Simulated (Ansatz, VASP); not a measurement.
One calculation of InSb, two programs

The input INCAR:

```
  PREC = Accurate
  ENCUT = 520
  EDIFF = 1E-6
  ISMEAR = 0
  SIGMA = 0.15
  LREAL = False
  LASPH = True
  NELM = 100
  ALGO = Normal
  ISIF = 2
  LWAVE = False
  LCHARG = False
  GGA = PE
  NBANDS = 16
```

KPOINTS

```
regular mesh
0
Gamma
  12 12 12
```

POSCAR

```
InSb
1.0
    0.0000000000      3.1095360000      3.1095360000
    3.1095360000      0.0000000000      3.1095360000
    3.1095360000      3.1095360000      0.0000000000
In Sb
1 1
Direct
    0.0000000000      0.0000000000      0.0000000000
    0.7500000000      0.7500000000      0.7500000000
```

Input for Ansatz:

```yaml
crystal:
  lattice:
    - [0.0, 3.109536, 3.109536]
    - [3.109536, 0.0, 3.109536]
    - [3.109536, 3.109536, 0.0]
  atoms:
    - { symbol: In, position: [0.0, 0.0, 0.0] }
    - { symbol: Sb, position: [0.75, 0.75, 0.75] }
basis:
  ecutwfc: 420
kpoints:
  mp_grid: { grid: [12, 12, 12] }
hamiltonian:
  xc: pbe
scf:
  occupations: { method: gaussian, width: 0.15 }
output:
  forces: true
  stress: true
  eigenvalues: true
```

Change from the starting cell: strain -0.040 along x and y, -0.040 along z, atoms carried along.

Alike in both runs: task single point; functional PBE; k mesh 12 × 12 × 12; occupations gaussian, width 0.15 eV; no spin polarisation.

```csv
,VASP,Ansatz
version,VASP 6.6.1,Ansatz 0.2.0
potentials or method,"VASP PAW PBE potentials, release 64 (In_d, Sb)","scalar-relativistic, plane waves, PAW"
plane-wave cutoff (eV),520,420
valence electrons in the cell,18,28
```

Ansatz gave:

```
gap on the k mesh at the Fermi level (eV) : 0.53
least direct gap on the mesh (eV)         : 0.53
pressure (GPa)                            : 11.4
```

Task: What did VASP give for the same quantities?

Result: gap on the k mesh at the Fermi level (eV): 0.54; least direct gap on the mesh (eV): 0.54; pressure (GPa): 11.4.

With one functional, cell and mesh, what is left measures potentials, basis and numerics. The two sets of potentials don't hold the same shells in valence.

Caveats: spin-orbit coupling is left out, which moves the levels of the heavy elements. A k mesh can miss the band edges.
